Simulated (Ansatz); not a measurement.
TePb:

```
Pb Te
1.0
     0.00000    3.23100    3.23100
     3.23100    0.00000    3.23100
     3.23100    3.23100    0.00000
Pb Te
1 1
Direct
  0.00000 0.00000 0.00000
  0.50000 0.50000 0.50000
```

* Program: Ansatz 0.2.0
* Task: relaxation of cell and atoms
* Functional: BLYP
* Dispersion: D4
* Potentials or basis: Ansatz PAW
* Cutoff: 420 eV (not typed: the program's choice for these potentials)
* k mesh: 7 × 7 × 7
* Occupations: fermi-dirac, width 0.05 eV
* Spin: no spin polarisation

At the start: volume 33.73 Å³/atom.

Q: Where does the relaxation end?

A: It ends after 8 steps and the volume is 37.10 Å³/atom (+10.0 %); space group Fm-3m (No. 225, to 0.05 Å).

Step by step:
| step | energy change (eV) | largest force (eV/Å) | volume (Å³) |
| --- | --- | --- | --- |
| 1 | 0.0000 | 0.0000 | 67.46 |
| 2 | -0.0173 | 0.0000 | 70.62 |
| 3 | -0.0425 | 0.0000 | 72.31 |
| 4 | -0.0684 | 0.0000 | 74.80 |
| 5 | -0.0708 | 0.0000 | 73.99 |
| 6 | -0.0711 | 0.0000 | 74.23 |
| 7 | -0.0712 | 0.0000 | 74.20 |
| 8 | -0.0721 | 0.0000 | 74.20 |

Final structure:
```yaml
crystal:
  lattice:
    - [0.00000, 3.33521, 3.33521]
    - [3.33521, 0.00000, 3.33521]
    - [3.33521, 3.33521, 0.00000]
  atoms:
    - { symbol: Pb, position: [0.00000, 0.00000, 0.00000] }
    - { symbol: Te, position: [0.50000, 0.50000, 0.50000] }
```

Caveat: the plane-wave basis is chosen anew once the cell has moved, so the energies of steps on either side of that aren't comparable; the PAW data sets come from PBE, with cores solved anew for the run's functional, which leaves a small shift of forces and pressure.
